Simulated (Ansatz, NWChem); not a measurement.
# C3H9N (propylamine): the atomisation enthalpy at 298 K, rung by rung

C3H9N has 13 atoms, charge 0, and is taken as a singlet. SMILES: `CCCN`. The shape is that of a PBE0-D4/def2-TZVP optimisation. This is one conformer, not always the lowest.

```
atom    x (Å)    y (Å)    z (Å)
   C  -1.3779   0.2218   0.5097
   C  -0.2983  -0.7887   0.1630
   C   1.0991  -0.1823   0.0676
   N   1.3040   0.8225  -0.9615
   H  -2.3590  -0.2515   0.5881
   H  -1.1672   0.7093   1.4665
   H  -1.4569   1.0032  -0.2510
   H  -0.5397  -1.2776  -0.7889
   H  -0.2826  -1.5827   0.9186
   H   1.3617   0.2703   1.0306
   H   1.8268  -0.9831  -0.0980
   H   1.0662   0.4514  -1.8738
   H   0.7091   1.6263  -0.8058
```

Each level gives the atomisation enthalpy at 298 K (kJ/mol). The values are calculated. The thermal term (zero-point and 298 K enthalpy, harmonic and unscaled) is that of B3LYP/6-31G*; the spin-orbit lowering of the free atoms at 298 K, 0.0 kJ/mol by their spectra, is taken off.

```tsv
level	kind	program	value (kJ/mol)	CPU time (all runs)
HF/def2-SVP	Hartree–Fock	Ansatz	3409	7.9 s
SVWN5/def2-SVP	LDA	NWChem	5336	21 s
PBE/def2-SVP	GGA	NWChem	4738	30 s
M06-L/def2-SVP	meta-GGA	NWChem	4662	44 s
M06-2X/def2-SVP	hybrid meta-GGA	NWChem	4646	48 s
PBE0/def2-SVP	global hybrid	Ansatz	?	14 s
r2SCAN0/def2-SVP	hybrid meta-GGA	Ansatz	?	19 s
wB97M-V/def2-SVP	range-separated hybrid	Ansatz	4724	87 s
B2PLYP/def2-SVP	double hybrid	Ansatz	4580	16 s
MP2/def2-SVP	perturbation theory	Ansatz	4437	4.8 s
```

Problem. Estimate what the levels marked ? give.

Solution. As computed at these levels: PBE0/def2-SVP: 4683 kJ/mol; r2SCAN0/def2-SVP: 4616 kJ/mol. Measured: 4655 kJ/mol (CRC Handbook of Chemistry and Physics). Nearest: M06-L/def2-SVP (+7 kJ/mol); farthest: HF/def2-SVP (-1246 kJ/mol). Computed less measured by kind, in kJ/mol (def2-SVP rows): Hartree–Fock -1246; LDA +681; GGA +83; meta-GGA +7; global hybrid -39 to +28; range-separated hybrid +69; double hybrid -75; perturbation theory -218. In a finite basis correlated wave-function methods underbind, so their errors here aren't those of the basis-set limit. Times are those of the runs behind each value, whatever else they computed, on shared processors of several kinds: orders of magnitude only.
